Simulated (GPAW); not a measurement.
# AlCu (F-43m) in GPAW: convergence with smearing function

Aim: find how far smearing function must go before the results for AlCu settle, at r2SCAN. This setting moves, with any that are tied to it; all else stays.

Program: GPAW 26.7.0. These are calculated values, not measurements. Logs are shortened: lines on timing, memory, paths and dates and some standing lists are left out, and cuts for length are marked. The log counts tension as positive stress, the text compression.

### 1 Starting point

It takes space group F-43m (No. 216, cubic). The conventional cell has a = 4.514 Å, b = 4.514 Å, c = 4.514 Å, α = 90.00°, β = 90.00°, γ = 90.00°. Around Al (site symmetry -43m) lie 4 Cu at 1.95 Å. Cu (site symmetry -43m) has 4 Al at 1.95 Å as nearest neighbours.

The cell was built by a generator and needn't be a form met in nature.

### 2 With smearing function fermi-dirac

Input file run.py:

```python
from ase.dft.bandgap import bandgap
from ase.io import read, write
from ase.units import GPa
from gpaw import GPAW, PW

atoms = read('POSCAR')

calc = GPAW(mode=PW(600),
            xc='MGGA_X_R2SCAN+MGGA_C_R2SCAN',
            kpts={'size': (10, 10, 10), 'gamma': True},
            occupations={'name': 'fermi-dirac', 'width': 0.1},
            nbands=17,
            convergence={'density': 1e-05, 'energy': 1e-05},
            maxiter=100,
            txt='gpaw.txt')
atoms.calc = calc
energy = atoms.get_potential_energy()
forces = atoms.get_forces()
stress = atoms.get_stress()
calc.write('gs.gpw')
write('result.traj', atoms)
print(f'Energy: {energy:.6f} eV')
print('Forces (eV/A):')
print(forces.round(4))
print('Stress (GPa):', (stress / GPa).round(3))
print('Fermi level:', round(calc.get_fermi_level(), 4), 'eV')
print(f'Gap: {bandgap(calc)[0]:.4f} eV, direct: {bandgap(calc, direct=True)[0]:.4f} eV')
```

Input file POSCAR:

```
AlCu
1.0
    0.0000000000      2.2567672800      2.2567672800
    2.2567672800      0.0000000000      2.2567672800
    2.2567672800      2.2567672800      0.0000000000
Al Cu
1 1
Direct
    0.7500000000      0.7500000000      0.7500000000
    0.0000000000      0.0000000000      0.0000000000
```

Potentials or basis: GPAW PAW data sets (gpaw-data 1.2.1), pw.

The run is started by

```
> OMP_NUM_THREADS=1 python run.py
```

gpaw.txt:

```text
__  _  _
 | _ |_)|_||  |
 |__||  | ||/\| - 26.7.0

Input parameters:
  mode=PW(ecut=600.0),
  convergence={'density': 1e-05, 'energy': 1e-05},
  kpts=MonkhorstPack(size=(10, 10, 10), gamma=True),
  maxiter=100,
  nbands=17,
  occupations=Occupations(name='fermi-dirac', width=0.1),
  xc=XC(name='MGGA_X_R2SCAN+MGGA_C_R2SCAN')

Diagonalizing LCAO Hamiltonian
Converting LCAO to pw mode

                  Al

       Cu

Atoms  # Å, Bohr magnetons
|   | symbol |        x |        y |        z |    initial magnetic moments |
|---|--------|----------|----------|----------|-----------------------------|
| 0 |     Al | 3.385151 | 3.385151 | 3.385151 | ( 0.0000,  0.0000,  0.0000) |
| 1 |     Cu | 0.000000 | 0.000000 | 0.000000 | ( 0.0000,  0.0000,  0.0000) |

Unit cell  # Å
| periodic |        x |        y |        z |  lengths |    angles |
|----------|----------|----------|----------|----------|-----------|
|      yes | 0.000000 | 2.256767 | 2.256767 | 3.191551 | 60.000000 |
|      yes | 2.256767 | 0.000000 | 2.256767 | 3.191551 | 60.000000 |
|      yes | 2.256767 | 2.256767 | 0.000000 | 3.191551 | 60.000000 |

Number of symmetries: 24
Symmetry operations  # r_c * U_cc + t_c -> r_c
|    | kind |            matrix            |
|----|------|------------------------------|
|  0 |  E   |  1, 0, 0,  0, 1, 0,  0, 0, 1 |
|  1 |  σ   |  1, 0, 0,  0, 0, 1,  0, 1, 0 |
|  2 |  σ   |  1, 0,-1,  0, 1,-1,  0, 0,-1 |
|  3 |  C3  |  1, 0,-1,  0, 0,-1,  0, 1,-1 |
|  4 |  C3  |  1,-1, 0,  0,-1, 1,  0,-1, 0 |
|  5 |  σ   |  1,-1, 0,  0,-1, 0,  0,-1, 1 |
|  6 |  σ   |  0, 1, 0,  1, 0, 0,  0, 0, 1 |
|  7 |  C3  |  0, 1, 0,  0, 0, 1,  1, 0, 0 |
|  8 |  C2  |  0, 1,-1,  1, 0,-1,  0, 0,-1 |
|  9 |  S4  |  0, 1,-1,  0, 0,-1,  1, 0,-1 |
| 10 |  C3  |  0, 0, 1,  1, 0, 0,  0, 1, 0 |
| 11 |  σ   |  0, 0, 1,  0, 1, 0,  1, 0, 0 |
| 12 |  S4  |  0, 0,-1,  1, 0,-1,  0, 1,-1 |
| 13 |  C3  |  0, 0,-1,  0, 1,-1,  1, 0,-1 |
| 14 |  S4  |  0,-1, 1,  1,-1, 0,  0,-1, 0 |
| 15 |  C2  |  0,-1, 1,  0,-1, 0,  1,-1, 0 |
| 16 |  C3  |  0,-1, 0,  1,-1, 0,  0,-1, 1 |
| 17 |  S4  |  0,-1, 0,  0,-1, 1,  1,-1, 0 |
| 18 |  S4  | -1, 1, 0, -1, 0, 1, -1, 0, 0 |
| 19 |  C3  | -1, 1, 0, -1, 0, 0, -1, 0, 1 |
| 20 |  C3  | -1, 0, 1, -1, 1, 0, -1, 0, 0 |
| 21 |  S4  | -1, 0, 1, -1, 0, 0, -1, 1, 0 |
| 22 |  σ   | -1, 0, 0, -1, 1, 0, -1, 0, 1 |
| 23 |  C2  | -1, 0, 0, -1, 0, 1, -1, 1, 0 |

BZ-sampling:
  Number of BZ points: 1000
  Number of IBZ points: 47

  Monkhorst-Pack size: [10, 10, 10]
  Monkhorst-Pack shift: [0.05, 0.05, 0.05]

K-points  # in reciprocal-cell coordinates
|     |                                coordinates |     weight |
|-----|--------------------------------------------|------------|
|   0 | (  0.00000000,   0.00000000,   0.00000000) | 0.00100000 |
|   1 | (  0.10000000,   0.10000000,   0.00000000) | 0.00600000 |
|   2 | (  0.10000000,   0.10000000,   0.10000000) | 0.00800000 |
|   3 | (  0.20000000,   0.10000000,   0.10000000) | 0.01200000 |
|   4 | (  0.20000000,   0.20000000,   0.00000000) | 0.00600000 |
|   5 | (  0.20000000,   0.20000000,   0.10000000) | 0.02400000 |
|   6 | (  0.20000000,   0.20000000,   0.20000000) | 0.00800000 |
|   7 | (  0.30000000,   0.20000000,   0.10000000) | 0.02400000 |
|   8 | (  0.30000000,   0.20000000,   0.20000000) | 0.02400000 |
|   9 | (  0.30000000,   0.30000000,   0.00000000) | 0.00600000 |
| ... |                                            |            |
|  46 | (  0.50000000,   0.50000000,   0.50000000) | 0.00400000 |

Plane wave coefficients: 785
Cutoff: 600.0 eV

Spin-components: 1 (collinear spins)
Bands:           17
Projectors:      11
Spin-degeneracy: 2
Datatype:        complex128

Parallelization:
  kpt:    1
  domain: 1
  band:   1

Density:
  Valence electrons: 14.0
  Components: 1
  Grid points: [20 20 20]
  Charge: 0.0  # |e|

Potential:
  Grid points: [20 20 20]

species:
  Al:
    name:    Aluminium
    Z:       13.0
    valence: 3
    core:    10
    charge:  0.0  # [|e|]
    compensation charges:
      type: gauss
      rc: 0.34  # [Å]
      lmax: 2
    cutoffs:
      filter: 1.91  # [Å]
      core: 2.36  # [Å]
    projectors
    | kind |    occ | energy [eV] | rcut [Å] |
    |------|--------|-------------|----------|
    |   3s |  2.000 |      -7.753 |    1.085 |
    |   3p |  1.000 |      -2.712 |    1.085 |
    |    s |        |      19.459 |    1.085 |
    |    p |        |      24.499 |    1.085 |
    |    d |        |       0.000 |    1.085 |

    Using partial waves for Al as LCAO basis

  Cu:
    name:    Copper
    Z:       29.0
    valence: 11
    core:    18
    charge:  0.0  # [|e|]
    compensation charges:
      type: gauss
      rc: 0.33  # [Å]
      lmax: 2
    cutoffs:
      filter: 2.06  # [Å]
      core: 2.43  # [Å]
    projectors
    | kind |    occ | energy [eV] | rcut [Å] |
    |------|--------|-------------|----------|
    |   4s |  1.000 |      -4.609 |    1.164 |
    |   4p |  0.000 |      -0.698 |    1.164 |
    |   3d | 10.000 |      -5.039 |    1.058 |
    |    s |        |      22.603 |    1.164 |
    |    p |        |      26.513 |    1.164 |
    |    d |        |      22.172 |    1.058 |

    Using partial waves for Cu as LCAO basis

Reference energy: -51624.875106  # eV

eigensolver:
  PPCG
  Converge bands: occupied
  niter=2

density mixing:
  MSR1-Mixer
  Pratt-step length: 0.05
  Maximum mixing coefficient: 0.75
  Old densities: 10
  SVD Regularization: 0.005
  Good broyden scale: 1.0
  Trust region scale: 1.0
  Backstep threshold: 4.0
  History deletion threshold: 6.0
  Fourier metric: weight=20.0, sigma=0.015

occupation numbers:
  Fermi-Dirac:
    width: 0.1000  # eV

poisson solver:
  ecut: 4800.0  # eV

xc functional:
  name: MGGA_X_R2SCAN+MGGA_C_R2SCAN with 2 nearest neighbor stencil

convergence criteria:
- Maximum integral of absolute [dens]ity change: 1e-05 electrons / valence electron
- Maximum [total energy] change in last 3 cyles: 1e-05 eV / valence electron
- Maximum integral of absolute [eigenst]ate change: 4e-08 eV^2 / valence electron
maximum number of iterations: 100

SCF iterations
|iter     | |      energy | eigst |  dens |
|---------|-|-------------|-------|-------|
|iter:   1| |  -13.176750 | +0.43 |       |
|iter:   2| |  -11.866250 | -1.36 | -0.88 |
|iter:   3| |  -11.207565 | -1.84 | -1.04 |
|iter:   4| |  -11.077349 | -2.38 | -1.35 |
|iter:   5| |  -11.036401 | -1.92 | -1.64 |
|iter:   6| |  -11.038481 | -3.15 | -2.36 |
|iter:   7| |  -11.038105 | -4.48 | -2.63 |
|iter:   8| |  -11.038095 | -5.80 | -3.29 |
|iter:   9| |  -11.038096c| -7.20 | -3.91 |
|iter:  10| |  -11.038096c| -7.95c| -4.40 |
|iter:  11| |  -11.038096c| -7.98c| -5.18c|

Converged in 11 steps
Energy contributions relative to reference atoms: (reference = -51624.875106)

Energy contributions:
  Kinetic:          55.189278
  Coulomb:         -42.374508
  Zero:              0.032138
  External:          0.000000
  Xc:              -23.873478
  Entropy:          -0.023053
  Spinorbit:         0.000000
  ----------------------------
  Free energy:     -11.049622
  Extrapolated:    -11.038096

dipole moment: (-7.030193, -7.030193, -7.030193)  # |e|*Ang

Fermi level: 10.108
Eigenvalues  # (at kpt = [0.000, 0.000, 0.000])
| band index |      eig [eV] | occ [0-2] |
|------------|---------------|-----------|
|          0 |        -2.558 |     2.000 |
|          1 |         3.537 |     2.000 |
|          2 |         3.537 |     2.000 |
|          3 |         3.537 |     2.000 |
|          4 |         4.152 |     2.000 |
|          5 |         4.152 |     2.000 |
|          6 |        17.918 |     0.000 |
|          7 |        17.918 |     0.000 |
|          8 |        17.918 |     0.000 |
|          9 |        20.800 |     0.000 |
|         10 |        20.800 |     0.000 |
|         11 |        20.800 |     0.000 |
|         12 |        26.126 |     0.000 |
|         13 |        26.126 |     0.000 |
|        ... |               |           |
|         16 |        28.445 |     0.000 |

No gap
No difference between direct/indirect transitions

Forces  # eV/Ang
|        x |        y |        z |
|----------|----------|----------|
| -0.00000 |  0.00000 | -0.00000 |  # Al   0
|  0.00000 | -0.00000 |  0.00000 |  # Cu   1

Stress tensor  # eV/Ang^3
|         x |         y |         z |
|-----------|-----------|-----------|
| -0.710312 | -0.000000 | -0.000000 |
| -0.000000 | -0.710312 |  0.000000 |
| -0.000000 |  0.000000 | -0.710312 |

# Writing to gs.gpw (mode='')
```

Run time: 40 s. Hardware: 1 thread of Arm Neoverse V1, shared host; peak memory 0.25 GiB.

Results:

- Free energy: -11.0496 eV
- Pressure: 113.8 GPa
- Band gap on the k mesh: none (metal or under the smearing width)

### 3 With smearing function gaussian

Edit run.py of step 2 so:

```diff
@@ -10,3 +10,3 @@
             kpts={'size': (10, 10, 10), 'gamma': True},
-            occupations={'name': 'fermi-dirac', 'width': 0.1},
+            occupations={'name': 'methfessel-paxton', 'order': 0, 'width': 0.1},
             nbands=17,
```

POSCAR is that of step 2.

Potentials or basis: GPAW PAW data sets (gpaw-data 1.2.1), pw.

The run is started by

```
> OMP_NUM_THREADS=1 python run.py
```

Run time: 38 s. Hardware: 1 thread of Arm Neoverse V1, shared host; peak memory 0.25 GiB.

Results (log left out):

| Property | Result |
| --- | --- |
| Free energy | -11.0391 eV |
| Pressure | 113.8 GPa |
| Band gap on the k mesh | none (metal or under the smearing width) |

### 4 With smearing function marzari-vanderbilt

Edit run.py of step 3 so:

```diff
@@ -10,3 +10,3 @@
             kpts={'size': (10, 10, 10), 'gamma': True},
-            occupations={'name': 'methfessel-paxton', 'order': 0, 'width': 0.1},
+            occupations={'name': 'marzari-vanderbilt', 'width': 0.1},
             nbands=17,
```

POSCAR is that of step 3.

The run is started by

```
> OMP_NUM_THREADS=1 python run.py
```

It took 38 s on 1 thread of Arm Neoverse V1, shared host; peak memory 0.25 GiB.

Results (log left out):

```
Free energy            : -11.0370 eV
Pressure               : 113.8 GPa
Band gap on the k mesh : none (metal or under the smearing width)
```

### 5 With smearing function methfessel-paxton

Edit run.py of step 4 so:

```diff
@@ -10,3 +10,3 @@
             kpts={'size': (10, 10, 10), 'gamma': True},
-            occupations={'name': 'marzari-vanderbilt', 'width': 0.1},
+            occupations={'name': 'methfessel-paxton', 'width': 0.1, 'order': 1},
             nbands=17,
```

POSCAR is that of step 4.

The run is started by

```
> OMP_NUM_THREADS=1 python run.py
```

It took 38 s on 1 thread of Arm Neoverse V1, shared host; peak memory 0.25 GiB.

Results (log left out):

```yaml
Free_energy: -11.0373 eV
Pressure: 113.8 GPa
Band_gap_on_the_k_mesh: none (metal or under the smearing width)
```

### 6 With smearing function tetrahedron-method

Edit run.py of step 5 so:

```diff
@@ -10,3 +10,3 @@
             kpts={'size': (10, 10, 10), 'gamma': True},
-            occupations={'name': 'methfessel-paxton', 'width': 0.1, 'order': 1},
+            occupations={'name': 'tetrahedron-method'},
             nbands=17,
```

POSCAR is that of step 5.

Potentials or basis: GPAW PAW data sets (gpaw-data 1.2.1), pw.

The run is started by

```
> OMP_NUM_THREADS=1 python run.py
```

Run time: 39 s. Hardware: 1 thread of Arm Neoverse V1, shared host; peak memory 0.25 GiB.

It converged, with:

```
Free energy            : -10.8774 eV
Pressure               : 114.6 GPa
Band gap on the k mesh : none (metal or under the smearing width)
```

### 7 With smearing function improved-tetrahedron-method

Edit run.py of step 6 so:

```diff
@@ -10,3 +10,3 @@
             kpts={'size': (10, 10, 10), 'gamma': True},
-            occupations={'name': 'tetrahedron-method'},
+            occupations={'name': 'improved-tetrahedron-method'},
             nbands=17,
```

POSCAR is that of step 6.

The run is started by

```
> OMP_NUM_THREADS=1 python run.py
```

Wall time 39 s (1 thread of Arm Neoverse V1, shared host); peak memory 0.25 GiB.

It converged, with:

```yaml
Free_energy: -11.0396 eV
Pressure: 113.8 GPa
Band_gap_on_the_k_mesh: none (metal or under the smearing width)
```

### 8 The series at a glance

```
          smearing function  energy less the tightest run, at zero smearing (meV/atom)  pressure (GPa)  SCF cycles  CPU time (s)  peak memory (GiB)
                fermi-dirac                                                       0.78          113.80          11            40               0.25
                   gaussian                                                       1.18          113.80          11            38               0.25
         marzari-vanderbilt                                                       1.31          113.77          11            38               0.25
          methfessel-paxton                                                       1.11          113.79          11            38               0.25
         tetrahedron-method                                                      81.14          114.63          11            39               0.25
improved-tetrahedron-method                                                       0.00          113.84          11            39               0.25
```

Not settled before the last step: the energy (to 1 meV/atom), the pressure (to 0.1 GPa). Narrower smearing needs a denser k mesh, so at a fixed mesh the narrowest width isn't the most accurate. The tightest run that finished is the yardstick and may itself not be fully converged.

Caveats: with this Cu data set, volumes or pressures lay over 1.5 % or 2 GPa off other programs in two to four cells of ten; a pressure of tens of GPa on the cell as given is suspect, and the run, the potentials or the cell itself is likely at fault; the PAW data sets were made with another functional, which shifts forces and pressure a little.
